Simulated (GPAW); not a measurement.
The system is NaF (Villiaumite).

```
CELL_PARAMETERS angstrom
0.00000 2.32000 2.32000
2.32000 0.00000 2.32000
2.32000 2.32000 0.00000
ATOMIC_POSITIONS crystal
Na 0.00000 0.00000 0.00000
F 0.50000 0.50000 0.50000
```

Base run:

* Program: GPAW 26.7.0
* Functional: vdW-DF2
* Potentials or basis: GPAW PAW data sets (gpaw-data 1.2.1)
* Cutoff: 800 eV
* Basis: pw
* k mesh: 8 × 8 × 8
* Occupations: fermi-dirac, width 0.05 eV
* Spin: no spin polarisation

Its results: band gap on the k mesh 6.25 eV, direct.

After a change of settings the same cell gave: band gap on the k mesh 7.74 eV, direct. Which change was it?
A. functional from vdW-DF2 to LDA; potentials or basis from GPAW PAW data sets (gpaw-data 1.2.1) to the program's PAW data sets (release 1.2.1) made for this functional, other valence; cutoff from 800 eV to 650 eV; valence electrons from 14 to 8
B. functional from vdW-DF2 to GLLB-SC; potentials or basis from GPAW PAW data sets (gpaw-data 1.2.1) to the program's PAW data sets (release 1.2.1) made for this functional; cutoff from 800 eV to 650 eV
C. functional from vdW-DF2 to optPBE-vdW; band points from 80 to 100
D. functional from vdW-DF2 to M06-L

D.

Not every run made on this cell is shown here.
